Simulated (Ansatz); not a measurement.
Wanted: the native input for an Ansatz 0.2.0 run.

- Task: single point
- Functional: PBE
- Potentials or basis: Ansatz PAW
- Cutoff: 420 eV (not typed: the program's choice for these potentials)
- k mesh: 8 × 8 × 10
- Occupations: fermi-dirac, width 0.05 eV
- Spin: no spin polarisation

The system is Si.

```xyz
2
Lattice="4.1209 0.0000 0.0000 -2.0605 3.5688 0.0000 0.0000 0.0000 2.6548" Properties=species:S:1:pos:R:3 pbc="T T T"
Si    0.0000    2.3792    1.3274
Si    2.0605    1.1896    1.3274
```

The cell was built by a generator and needn't be a form met in nature.

These files were run (other wordings do the same):

input.yaml

```yaml
crystal:
  lattice:
    - [4.12095, 0.0, 0.0]
    - [-2.06047, 3.56885, 0.0]
    - [0.0, 0.0, 2.65479]
  atoms:
    - { symbol: Si, position: [0.33333, 0.66667, 0.5] }
    - { symbol: Si, position: [0.66667, 0.33333, 0.5] }
hamiltonian:
  xc: pbe
  pseudopotentials: { kind: paw }
kpoints:
  mp_grid: { grid: [8, 8, 10] }
scf:
  occupations: { method: fermi_dirac, width: 0.05 }
output:
  forces: true
  stress: true
  eigenvalues: true
  write_density: true
  write_potential: true
  elf: true
  volumetric_format: npy
```

Potentials or basis: Ansatz PAW.

Run with:

```console
$ ansatz run input.yaml --threads 2 --pin off --max-ram 5632MiB --backend cpu --events-out ev --progress --plain --runs-dir out
```

Results of the run:

```yaml
Pressure: 0.0 GPa
Band_gap_on_the_k_mesh: none (metal or under the smearing width)
```

Wall time 2.7 s on 2 threads of Intel(R) Xeon(R) Processor @ 2.50GHz (Skylake/Cascade Lake), with other jobs on the host, peak memory 0.32 GiB.
